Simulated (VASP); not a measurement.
The system is SnSe.

```xyz
2
Lattice="0.0000 3.0100 3.0100 3.0100 0.0000 3.0100 3.0100 3.0100 0.0000" Properties=species:S:1:pos:R:3 pbc="T T T"
Sn    0.0000    0.0000    0.0000
Se    3.0100    3.0100    3.0100
```

The cell was built by a generator and needn't be a form met in nature.

| Quantity | Value |
| --- | --- |
| Program | VASP 6.6.1 |
| Task | relaxation of cell and atoms |
| Functional | PBEsol |
| Potentials or basis | VASP PAW PBE potentials, release 64 (Sn_d, Se) |
| Cutoff | 600 eV |
| k mesh | 10 × 10 × 10 |
| Occupations | gaussian, width 0.03 eV |
| Spin | no spin polarisation |

At the start: pressure -1.8 GPa; volume 27.27 Å³/atom.

Problem. How do energy, volume and symmetry change on relaxing?

Solution. Over 3 steps the energy falls by 5.3 meV/atom and the volume is 26.35 Å³/atom (-3.4 %); space group Fm-3m (No. 225, to 0.05 Å).

Step by step:
```tsv
step	energy change (eV)	largest force (eV/Å)	pressure (GPa)	volume (Å³)
1	0.0000	0.0000	-1.79	54.54
2	-0.0096	0.0000	0.58	52.17
3	-0.0105	0.0000	0.01	52.71
```

Final structure:
```
CELL_PARAMETERS angstrom
0.00000 2.97584 2.97584
2.97584 0.00000 2.97584
2.97584 2.97584 0.00000
ATOMIC_POSITIONS crystal
Sn 0.00000 0.00000 0.00000
Se 0.50000 0.50000 0.50000
```

Caveat: the PAW data sets were made with another functional, which shifts forces and pressure a little.
